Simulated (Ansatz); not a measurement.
# AlCo (Pm-3m) in Ansatz: convergence with k mesh

Aim: find how far k mesh must go before the results for AlCo settle, at PBE. This setting moves, with any that are tied to it; all else stays.

Everything below comes from runs of Ansatz 0.2.0. Logs are shortened: lines on timing, memory, paths and dates and some standing lists are left out, and cuts for length are marked.

### Step 1. Starting point

The structure is cubic, space group Pm-3m (No. 221). The conventional cell has a = 2.819 Å, b = 2.819 Å, c = 2.819 Å, α = 90.00°, β = 90.00°, γ = 90.00°. Around Co (site symmetry m-3m) lie 8 Al at 2.44 Å. Around Al (site symmetry m-3m) lie 8 Co at 2.44 Å.

The cell is a database's computed one.

### Step 2. With k mesh 3 × 3 × 3

The input, input.yaml:

```yaml
crystal:
  lattice:
    - [2.81940321, 0.0, 0.0]
    - [0.0, 2.81940321, 0.0]
    - [0.0, 0.0, 2.81940321]
  atoms:
    - { symbol: Co, position: [0.5, 0.5, 0.5], spin: 2.0 }
    - { symbol: Al, position: [0.0, 0.0, 0.0] }
hamiltonian:
  xc: pbe
  pseudopotentials: { kind: paw }
magnetization:
  spin_polarized: true
kpoints:
  mp_grid: { grid: [3, 3, 3] }
scf:
  occupations: { method: methfessel_paxton, width: 0.1 }
output:
  forces: true
  stress: true
  eigenvalues: true
```

Potentials or basis: Ansatz PAW.

The run is started by

```console
$ ansatz run input.yaml --threads 2 --pin off --max-ram 5632MiB --backend cpu --events-out ev --progress --plain --runs-dir out
```

Run time: 1.6 s. Hardware: 2 threads of Intel Xeon at 2.50GHz (Skylake/Cascade Lake), shared host; peak memory 0.3 GiB.

Results:

| Quantity | Value |
| --- | --- |
| Free energy | -5665.0021 eV |
| Pressure | 4.0 GPa |
| Band gap on the k mesh | 1.45 eV, direct |
| Net moment | 0.00 μB per cell |
| Absolute moment | 0.00 μB per cell |

### Step 3. With k mesh 4 × 4 × 4

Changes to input.yaml since step 2:

```diff
@@ -14,3 +14,3 @@
 kpoints:
-  mp_grid: { grid: [3, 3, 3] }
+  mp_grid: { grid: [4, 4, 4] }
 scf:
```

Potentials or basis: Ansatz PAW.

The run is started by

```console
$ ansatz run input.yaml --threads 2 --pin off --max-ram 5632MiB --backend cpu --events-out ev --progress --plain --runs-dir out
```

Run time: 2.6 s. Hardware: 2 threads of Intel Xeon at 2.50GHz (Skylake/Cascade Lake), shared host; peak memory 0.3 GiB.

What came out:

* Free energy: -5664.7168 eV
* Pressure: 9.8 GPa
* Band gap on the k mesh: none (metal or under the smearing width)
* Net moment: 0.47 μB per cell
* Absolute moment: 0.64 μB per cell
* Site moments: Co +0.55; Al -0.02 μB

### Step 4. With k mesh 5 × 5 × 5

Changes to input.yaml since step 3:

```diff
@@ -14,3 +14,3 @@
 kpoints:
-  mp_grid: { grid: [4, 4, 4] }
+  mp_grid: { grid: [5, 5, 5] }
 scf:
```

The run is started by

```console
$ ansatz run input.yaml --threads 2 --pin off --max-ram 5632MiB --backend cpu --events-out ev --progress --plain --runs-dir out
```

Run time: 2.3 s. Hardware: 2 threads of Intel Xeon at 2.50GHz (Skylake/Cascade Lake), shared host; peak memory 0.3 GiB.

Results:

```
Free energy            : -5664.8387 eV
Pressure               : 6.1 GPa
Band gap on the k mesh : 0.20 eV, indirect (least direct gap 1.11 eV)
Net moment             : 0.00 μB per cell
Absolute moment        : 0.00 μB per cell
```

### Step 5. With k mesh 7 × 7 × 7

Changes to input.yaml since step 4:

```diff
@@ -14,3 +14,3 @@
 kpoints:
-  mp_grid: { grid: [5, 5, 5] }
+  mp_grid: { grid: [7, 7, 7] }
 scf:
```

The run is started by

```console
$ ansatz run input.yaml --threads 2 --pin off --max-ram 5632MiB --backend cpu --events-out ev --progress --plain --runs-dir out
```

Run time: 3.5 s. Hardware: 2 threads of Intel Xeon at 2.50GHz (Skylake/Cascade Lake), shared host; peak memory 0.31 GiB.

What came out:

- Free energy: -5664.8290 eV
- Pressure: 6.5 GPa
- Band gap on the k mesh: none (metal or under the smearing width)
- Net moment: 0.00 μB per cell
- Absolute moment: 0.00 μB per cell

### Step 6. With k mesh 8 × 8 × 8

Changes to input.yaml since step 5:

```diff
@@ -14,3 +14,3 @@
 kpoints:
-  mp_grid: { grid: [7, 7, 7] }
+  mp_grid: { grid: [8, 8, 8] }
 scf:
```

Potentials or basis: Ansatz PAW.

The run is started by

```console
$ ansatz run input.yaml --threads 2 --pin off --max-ram 5632MiB --backend cpu --events-out ev --progress --plain --runs-dir out
```

Wall time 4.7 s (2 threads of Intel Xeon at 2.50GHz (Skylake/Cascade Lake), shared host); peak memory 0.32 GiB.

It converged, with:

```yaml
Free_energy: -5664.8170 eV
Pressure: 6.7 GPa
Band_gap_on_the_k_mesh: none (metal or under the smearing width)
Net_moment: 0.00 μB per cell
Absolute_moment: 0.00 μB per cell
```

### Step 7. With k mesh 11 × 11 × 11

Changes to input.yaml since step 6:

```diff
@@ -14,3 +14,3 @@
 kpoints:
-  mp_grid: { grid: [8, 8, 8] }
+  mp_grid: { grid: [11, 11, 11] }
 scf:
```

The run is started by

```console
$ ansatz run input.yaml --threads 2 --pin off --max-ram 5632MiB --backend cpu --events-out ev --progress --plain --runs-dir out
```

Wall time 5.6 s (2 threads of Intel Xeon at 2.50GHz (Skylake/Cascade Lake), shared host); peak memory 0.33 GiB.

Results (log left out):

| Quantity | Value |
| --- | --- |
| Free energy | -5664.8200 eV |
| Pressure | 6.6 GPa |
| Band gap on the k mesh | none (metal or under the smearing width) |
| Net moment | 0.00 μB per cell |
| Absolute moment | 0.00 μB per cell |

### Step 8. With k mesh 13 × 13 × 13

Changes to input.yaml since step 7:

```diff
@@ -14,3 +14,3 @@
 kpoints:
-  mp_grid: { grid: [11, 11, 11] }
+  mp_grid: { grid: [13, 13, 13] }
 scf:
```

The run is started by

```console
$ ansatz run input.yaml --threads 2 --pin off --max-ram 5632MiB --backend cpu --events-out ev --progress --plain --runs-dir out
```

Run time: 7.8 s. Hardware: 2 threads of Intel Xeon at 2.50GHz (Skylake/Cascade Lake), shared host; peak memory 0.35 GiB.

Results (log left out):

| Property | Result |
| --- | --- |
| Free energy | -5664.8230 eV |
| Pressure | 6.6 GPa |
| Band gap on the k mesh | none (metal or under the smearing width) |
| Net moment | 0.00 μB per cell |
| Absolute moment | 0.00 μB per cell |

### Step 9. With k mesh 15 × 15 × 15

Changes to input.yaml since step 8:

```diff
@@ -14,3 +14,3 @@
 kpoints:
-  mp_grid: { grid: [13, 13, 13] }
+  mp_grid: { grid: [15, 15, 15] }
 scf:
```

Potentials or basis: Ansatz PAW.

The run is started by

```console
$ ansatz run input.yaml --threads 2 --pin off --max-ram 5632MiB --backend cpu --events-out ev --progress --plain --runs-dir out
```

The program printed:

```text
Warning: RAYON_NUM_THREADS=2 ignored (pool sized by the plan → 2); use --threads N
Engine: ansatz 0.2.0, x86_64-unknown-linux-gnu
Pseudopotentials: kind: paw
Pseudopotential: Co, paw, valence charge 17, recommended cutoff 420 eV (normal), Co.paw.azcp
Pseudopotential: Al, paw, valence charge 3, recommended cutoff 420 eV (normal), Al.paw.azcp
Functional definition: PBE
  parameter kappa = 0.804
  parameter beta = 0.06672455060314922
  exchange = pbe_x(kappa = kappa, mu = beta*pi^2/3)
  correlation = pbe_c(beta = beta)
Crystal: 2 atoms, lattice volume = 22.412 Å³
Basis set: ecut = 420 eV, 461 PW (Γ), exchange–correlation on 40×40×40 points (8 copies of the dense FFT grid, shifted against one another)
Bands: 15, of which v1, the nominal top of the filled ones, is band 10 counted from 1 (9 counted from 0)
Symmetry: 48 space group operations
Space group: Pm-3m (ITA 221), of the structure as read, at distance tolerance 2.8e-5 Å
Magnetic group: BNS 221.92 (UNI 1594), of the structure as read, at distance tolerance 2.8e-5 Å
k-points: 120 of 3375
Non-local potential: Co, projectors of the file, l = 0: 3, l = 1: 2, l = 2: 3, l = 3: 1
Non-local potential: Al, projectors of the file, l = 0: 2, l = 1: 2, l = 2: 1
PAW form: soft (Blöchl's): semilocal exchange-correlation on the pseudo side does not see the compensation charge
PAW one-centre angular grid: Co, 590 points (default); XC on 64 Gauss nodes
PAW one-centre angular grid: Al, 110 points (default); XC on 64 Gauss nodes
Initial density: superposition of atomic densities (chi_scale 0.1, normalization cell)
Starting moments: Σ|m| = 2 μB on 1 of 2 sites
Initial wavefunctions: pseudopotential atomic-orbital guess
Functional: x = pbe(κ = 0.804, μ = 0.2195149727645171), c = pbe(β = 0.06672455060314922)
SCF iter   1: F=—  HF=-5664.312443 eV  |F-HF|=—  |Δ(HF+E_count)|=         —  Δρ=2.26e-1 (↑2.26e-1 ↓1.24e-1)  dr2=1.72e0  dr2_m=6.10e0  M=0.112 μB ∫|m|=0.265 μB  β_m=0.30  ethr=3.10e-3  ⟨swp⟩=4.1  Hψ=16153  notcnv=0
Mixer restart at iter 1: flushing history
preconditioner: auto → none  [metal: Δε(μ)=0.055 eV  Ē_g=9.365 eV  σ=0.100 eV  W_gap=0.28  n_scr=6 (ndim 8)  ℏωp=27.2 eV  f_vac=0.000  D(μ)=0.76/eV (n_scr^D=6)  sad-step TF]
SCF iter   2: F=—  HF=-5663.528018 eV  |F-HF|=—  |Δ(HF+E_count)|=   7.84e-1  Δρ=1.30e-1 (↑1.15e-1 ↓1.30e-1)  dr2=2.21e-1  dr2_m=3.01e0  M=0.125 μB ∫|m|=0.252 μB  β_m=0.53  ethr=3.10e-3  ⟨swp⟩=2.5  Hψ=8258  notcnv=0  defer=182
SCF iter   3: F=—  HF=-5665.836193 eV  |F-HF|=—  |Δ(HF+E_count)|=    2.31e0  Δρ=1.37e-1 (↑1.37e-1 ↓4.77e-2)  dr2=4.53e0  dr2_m=4.49e-1  M=0.054 μB ∫|m|=0.149 μB  β_m=0.44  ethr=1.10e-3  ⟨swp⟩=3.3  Hψ=9192  notcnv=0  defer=182
SCF iter   4: F=—  HF=-5664.761021 eV  |F-HF|=—  |Δ(HF+E_count)|=    1.08e0  Δρ=1.72e-2 (↑4.29e-3 ↓1.72e-2)  dr2=6.28e-2  dr2_m=8.81e-3  M=0.039 μB ∫|m|=0.093 μB  β_m=0.72  ethr=1.10e-3  ⟨swp⟩=2.9  Hψ=9540  notcnv=0  defer=163
SCF iter   5: F=—  HF=-5664.823466 eV  |F-HF|=—  |Δ(HF+E_count)|=   6.24e-2  Δρ=1.56e-2 (↑9.63e-3 ↓1.56e-2)  dr2=9.14e-2  dr2_m=1.92e-3  M=0.020 μB ∫|m|=0.049 μB  β_m=0.86  ethr=3.14e-4  ⟨swp⟩=2.1  Hψ=6278  notcnv=0  defer=159
SCF iter   6: F=—  HF=-5664.823820 eV  |F-HF|=—  |Δ(HF+E_count)|=   3.54e-4  Δρ=3.69e-3 (↑3.69e-3 ↓3.26e-3)  dr2=7.69e-3  dr2_m=1.26e-5  M=0.002 μB ∫|m|=0.006 μB  β_m=0.78  ethr=3.14e-4  ⟨swp⟩=2.1  Hψ=6045  notcnv=0  defer=159
SCF iter   7: F=—  HF=-5664.824460 eV  |F-HF|=—  |Δ(HF+E_count)|=   6.40e-4  Δρ=1.71e-3 (↑1.71e-3 ↓7.32e-4)  dr2=8.20e-4  dr2_m=5.28e-5  M=0.003 μB ∫|m|=0.007 μB  β_m=0.89  ethr=3.84e-5  ⟨swp⟩=1.1  Hψ=5276  notcnv=0  defer=157
SCF iter   8: F=—  HF=-5664.824458 eV  |F-HF|=—  |Δ(HF+E_count)|=   2.02e-6  Δρ=4.57e-4 (↑4.57e-4 ↓5.65e-5)  dr2=4.23e-5  dr2_m=1.07e-5  M=0.001 μB ∫|m|=0.003 μB  β_m=0.87  ethr=4.10e-6  ⟨swp⟩=1.9  Hψ=4330  notcnv=0  defer=157
SCF iter   9: F=—  HF=-5664.822743 eV  |F-HF|=—  |Δ(HF+E_count)|=         —  Δρ=1.60e-4 (↑1.60e-4 ↓1.19e-4)  dr2=1.39e-5  dr2_m=9.34e-8  M=0.000 μB ∫|m|=0.001 μB  β_m=0.87  ethr=2.12e-7  ⟨swp⟩=1.6  Hψ=4236  notcnv=0  defer=157
Mixer restart at iter 9: flushing history
iteration 9: the input's own smearing fills from here on; a Gaussian of 0.1 eV has filled iterations ahead of it
SCF iter  10: F=—  HF=-5664.822789 eV  |F-HF|=—  |Δ(HF+E_count)|=   4.59e-5  S|Δr|=    0.00e0  Δρ=8.26e-4 (↑7.94e-4 ↓8.26e-4)  dr2=3.92e-4  dr2_m=5.76e-8  M=0.000 μB ∫|m|=0.000 μB  β_m=0.51  ethr=6.94e-8  ⟨swp⟩=2.0  Hψ=5908  notcnv=0  defer=157  recentre
SCF iter  11: F=—  HF=-5664.822742 eV  |F-HF|=—  |Δ(HF+E_count)|=   4.72e-5  S|Δr|=    0.00e0  Δρ=5.19e-5 (↑5.19e-5 ↓1.95e-5)  dr2=8.58e-7  dr2_m=6.36e-8  M=0.000 μB ∫|m|=0.000 μB  β_m=0.66  ethr=6.94e-8  ⟨swp⟩=2.0  Hψ=5909  notcnv=0  defer=157
SCF iter  12: F=—  HF=-5664.822742 eV  |F-HF|=—  |Δ(HF+E_count)|=   5.62e-8  S|Δr|=    0.00e0  Δρ=1.53e-5 (↑9.74e-6 ↓1.53e-5)  dr2=6.46e-9  dr2_m=3.21e-8  M=0.000 μB ∫|m|=0.000 μB  β_m=0.83  ethr=5.00e-10  ⟨swp⟩=5.7  Hψ=13504  notcnv=0
SCF iter  13: F=—  HF=-5664.822742 eV  |F-HF|=—  |Δ(HF+E_count)|=   1.38e-8  S|Δr|=    0.00e0  Δρ=6.68e-6 (↑6.68e-6 ↓4.95e-6)  dr2=4.57e-10  dr2_m=6.82e-9  M=0.000 μB ∫|m|=0.000 μB  β_m=0.92  ethr=3.23e-11  ⟨swp⟩=3.1  Hψ=9326  notcnv=0
SCF iter  14: F=—  HF=-5664.822742 eV  |F-HF|=—  |Δ(HF+E_count)|=   3.54e-9  S|Δr|=    0.00e0  Δρ=4.31e-6 (↑4.31e-6 ↓3.48e-6)  dr2=8.43e-9  dr2_m=4.51e-11  M=-0.000 μB ∫|m|=0.000 μB  β_m=0.96  ethr=2.29e-12  ⟨swp⟩=3.0  Hψ=8800  notcnv=0
SCF iter  15: F=-5664.822742 eV  HF=-5664.822742 eV  |F-HF|=7.46e-11  |Δ(HF+E_count)|=  8.59e-10  S|Δr|=    0.00e0  Δρ=4.62e-7 (↑4.62e-7 ↓3.20e-7)  dr2=9.36e-11  dr2_m=1.54e-12  M=-0.000 μB ∫|m|=0.000 μB  ethr=2.29e-12  ⟨swp⟩=2.8  Hψ=7563  notcnv=0
SCF 1 converged in 15 iterations: F = -5664.822742 eV  dr2 = 9.36e-11
WARN: the starting moments were not kept: the SCF closed with an absolute magnetisation of 2.3e-6 μB, where they sum to 2 μB in size (1 site). That is at most 0.1 of that sum. Measured as dr2_m measures the in/out step, that magnetisation stands 1.0e-11 eV from none, at or under the dr2_threshold of 1.0e-7 eV: it is no larger than a step whose dr2_m would equal this threshold. The system may hold no moment; this SCF shows only that its start led to no more than that. To try another start: raise the starting moments (crystal.atoms[].spin, magnetization.per_species, magnetization.initial_magnetization, or on a non-collinear deck that types none of these the spinor_matrix: blocks that start its atoms; where the total moment is fixed, keep their sum and leave initial_magnetization as it is; typed ones take the place of any that the run laid by itself, positive ones on a crystal's lanthanoids without a Hubbard term where scf.initial_density.shell_occupations: [] is typed) or, if the notice of its spin-set hold's release reads "site moments contracting" or "site moments show no strong build", lengthen the hold (scf.mixing.spin_hold: { on: { confirm: 4 } }; for m-r²SCAN on two components see the key's manual first). Each may lead to a state that holds a moment. A second SCF, from the converged charge density, with the starting moments and any scf.initial_density.shell_occupations laid on it anew, would have followed, and was not run: the deck does not ask for one (magnetization.retry_lost_moments is false, the default). To let it run, set magnetization.retry_lost_moments: true and run the deck again, where that key's refused combinations let it; where memory then withholds it, that run's warning says so.
this state was not tested for a lower state beside it, because cold or Methfessel-Paxton smearing, or corrected tetrahedra, fill the levels in a way that the test cannot read (fill_not_monotonic; see scf.lower_state_search)
SCF converged after 15 iterations
Magnetization: -0.0000 μB (10.0000 up, 10.0000 down)
Absolute magnetization: 0.0000 μB (∫|ρ↑−ρ↓|, with the PAW one-centre terms)
Spin contamination: 0.0000 ħ² per cell (⟨S²⟩ above its minimum at these occupations)
Per-site moments (μB) at R_I (Å): [(-1.7631193471024312e-6, 1.0071908563906993), (5.995755690345093e-8, 1.0071908563906993)]
Free energy (F): -5664.822742 eV
Harris-Foulkes:  -5664.822742 eV  (|F-HF|=7.46e-11)
Internal energy: -5664.823399 eV  (E = F + TS)
E sigma→0 (E₀):  -5664.822906 eV
Entropy (-TS):   0.000658 eV (0.329 meV/atom)
Fermi energy:    15.078001 eV
--- Per-component energies (eV) ---
  E_band       = -274.280832
  E_kinetic    = 484.958607
  E_local      = -3632.339535  (includes V_loc(G=0)·N_el)
  E_nonlocal   = 466.518629
  E_hartree    = 1570.883651
  E_xc         = -201.392041
  E_vxc        = -237.669532  (∫ρ·V_xc dr)
  E_paw        = -1985.404556  (= ΣΔE_a)
  E_vpaw       = -497.515648  (= ΣTr[D̂ρ^β])
  E_aug_tail   = 0.000109  (compensation charges beyond the density's cutoff)
  E_ewald      = -2368.048262
  E_smearing   = 0.000658  (= −TS)
  E_closure    = 0.000000  (closes the sum)
  Σ components = -5664.822742   (vs F -5664.822742, Δ=0.00e0)
--- Forces (eV/Å), atoms counted from 1 ---
  atom   1  Co     0.00000000    -0.00000000     0.00000000
  atom   2  Al    -0.00000000     0.00000000    -0.00000000
  max |Σ_I F_I| component: 1.77e-28 eV/Å
--- Stress (GPa, compression-positive) ---
        6.597481       0.000000       0.000000
        0.000000       6.597481       0.000000
        0.000000       0.000000       6.597481
  P = ⅓ Tr σ = 6.5975 GPa (65.975 kbar)
--- Band table (eV; the first three rows and the last of 240) ---
  k-point 0 ↑: bands = ["-79.7336", "-43.0263", "-43.0263", "-43.0263", "3.7310", "11.9299", "11.9299", "14.1764", "14.1764", "14.1764", "21.1569", "21.1569", "21.1569", "23.8825", "23.8825"]
  k-point 1 ↑: bands = ["-79.7333", "-43.0284", "-43.0262", "-43.0262", "3.8174", "11.9224", "11.9546", "14.1284", "14.1284", "14.1816", "20.3131", "21.2775", "21.2775", "23.8676", "24.6677"]
  k-point 2 ↑: bands = ["-79.7329", "-43.0344", "-43.0257", "-43.0257", "4.0752", "11.8788", "12.0256", "13.9980", "13.9980", "14.1960", "18.8678", "21.6261", "21.6261", "23.8236", "25.9196"]
  k-point 119 ↓: bands = ["-79.7229", "-43.0650", "-43.0650", "-43.0650", "10.8830", "10.9762", "10.9762", "14.7745", "14.7745", "16.9066", "17.4264", "17.4264", "19.4243", "20.6902", "20.6902"]
```

Wall time 10 s (2 threads of Intel Xeon at 2.50GHz (Skylake/Cascade Lake), shared host); peak memory 0.38 GiB.

Results:

* Free energy: -5664.8227 eV
* Pressure: 6.6 GPa
* Band gap on the k mesh: none (metal or under the smearing width)
* Net moment: 0.00 μB per cell
* Absolute moment: 0.00 μB per cell

### Step 10. Result

```csv
k mesh,"energy less the tightest run, at zero smearing (meV/atom)",pressure (GPa),absolute moment (μB),gap on the mesh (eV),SCF cycles,CPU time (s),peak memory (GiB)
3 × 3 × 3,-89.61,4.00,0.00,1.446,12,2.5,0.3
4 × 4 × 4,53.13,9.79,0.64,0.000,16,4.1,0.3
5 × 5 × 5,-8.08,6.08,0.00,0.202,14,3.5,0.3
7 × 7 × 7,-2.97,6.47,0.00,0.000,14,5.8,0.31
8 × 8 × 8,2.88,6.65,0.00,0.000,15,8,0.32
11 × 11 × 11,1.54,6.60,0.00,0.000,16,9.6,0.33
13 × 13 × 13,0.00,6.59,0.00,0.000,14,14,0.35
15 × 15 × 15,0.00,6.60,0.00,0.000,15,19,0.38
```

Against the tightest run, the energy stays within 1 meV/atom from 13 × 13 × 13 on; the pressure stays within 0.1 GPa from 8 × 8 × 8 on; the absolute moment stays within 0.02 μB from 5 × 5 × 5 on; the gap on the mesh stays within 0.01 eV from 7 × 7 × 7 on. Meshes of other sizes hit other points, so gaps and Fermi surfaces needn't settle smoothly. The tightest run that finished is the yardstick and may itself not be fully converged.

Caveats: the starting moments collapsed, and a magnetic state may lie lower; the starting moments weren't kept.
